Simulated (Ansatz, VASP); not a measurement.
## AlN in VASP and in Ansatz

The input POSCAR:

```
AlN
1.0
    3.3121157418      0.0000000000      0.0000000000
   -1.6560578709      2.8683763727      0.0000000000
    0.0000000000      0.0000000000      4.1875630000
Al N
2 2
Direct
    0.6666666667      0.3333333333      0.2500000000
    0.3333333333      0.6666666667      0.7500000000
    0.6666666667      0.3333333333      0.7500000000
    0.3333333333      0.6666666667      0.2500000000
```

INCAR.step1

```
PREC = Accurate
ENCUT = 520
EDIFF = 1E-5
ISMEAR = -1
SIGMA = 0.05
LREAL = F
LASPH = T
NELM = 100
ALGO = Normal
ISIF = 2
LWAVE = T
LCHARG = F
NBANDS = 16
GGA = PE
```

Contents of INCAR.step2:

```
PREC = Accurate
ENCUT = 520
EDIFF = 1E-6
ISMEAR = -1
SIGMA = 0.05
LREAL = F
LASPH = T
NELM = 100
ALGO = Normal
ISIF = 2
LWAVE = F
LCHARG = F
GGA = PE
LHFCALC = T
AEXX = 0.5
HFSCREEN = 0.2
PRECFOCK = Normal
NBANDS = 16
ISTART = 1
```

KPOINTS

```
regular mesh
0
Gamma
  5 5 4
```

Contents of input.yaml:

```yaml
crystal:
  lattice:
    - [3.3121157418, 0.0, 0.0]
    - [-1.6560578709, 2.8683763727, 0.0]
    - [0.0, 0.0, 4.187563]
  atoms:
    - { symbol: Al, position: [0.6666666667, 0.3333333333, 0.25] }
    - { symbol: Al, position: [0.3333333333, 0.6666666667, 0.75] }
    - { symbol: "N", position: [0.6666666667, 0.3333333333, 0.75] }
    - { symbol: "N", position: [0.3333333333, 0.6666666667, 0.25] }
hamiltonian:
  xc: { exchange: pbe, correlation: pbe, exx: { coeff: 0.5, omega: 0.2 } }
  pseudopotentials: { kind: paw }
kpoints:
  mp_grid: { grid: [5, 5, 4] }
scf:
  occupations: { method: fermi_dirac, width: 0.05 }
output:
  forces: true
  stress: true
  eigenvalues: true
  write_density: true
  write_potential: true
  elf: true
  volumetric_format: npy
```

Measurements of this composition are mostly on another form, of space group No. 186.

Alike in both runs: task single point; functional PBE-based screened hybrid; k mesh 5 × 5 × 4; occupations fermi-dirac, width 0.05 eV; no spin polarisation.

|  | VASP | Ansatz |
| --- | --- | --- |
| version | VASP 6.6.1 | Ansatz 0.2.0 |
| potentials or method | VASP PAW PBE potentials, release 64 (Al, N) | Ansatz PAW |
| plane-wave cutoff (eV) | 520 | 420 |
| valence electrons in the cell | 16 | 16 |

Ansatz gave:

| Property | Result |
| --- | --- |
| gap on the k mesh at the Fermi level (eV) | 5.91 |
| least direct gap on the mesh (eV) | 5.91 |
| pressure (GPa) | -11.4 |
| largest component of the traceless stress (GPa) | 0.12 |

**Question.** Which values does VASP return?

**Answer.** gap on the k mesh at the Fermi level (eV): 5.88; least direct gap on the mesh (eV): 5.88; pressure (GPa): -11.5; largest component of the traceless stress (GPa): 0.81.

With one functional, cell and mesh, what is left measures potentials, basis and numerics.

Caveats: the k mesh is coarse (spacing up to 0.44 Å⁻¹), so the values aren't converged (VASP); the PAW data sets were made with another functional, which shifts forces and pressure a little (VASP); the k mesh is coarse (spacing up to 0.44 Å⁻¹), so the values aren't converged, least of all with exact exchange (Ansatz); odd divisions of the mesh miss points on the zone boundary, where band edges often lie, so the gap on the mesh can be too wide (Ansatz); the PAW data sets come from PBE, with cores solved anew for the run's functional, which leaves a small shift of forces and pressure (Ansatz); the thresholds are loose for stress (Ansatz).
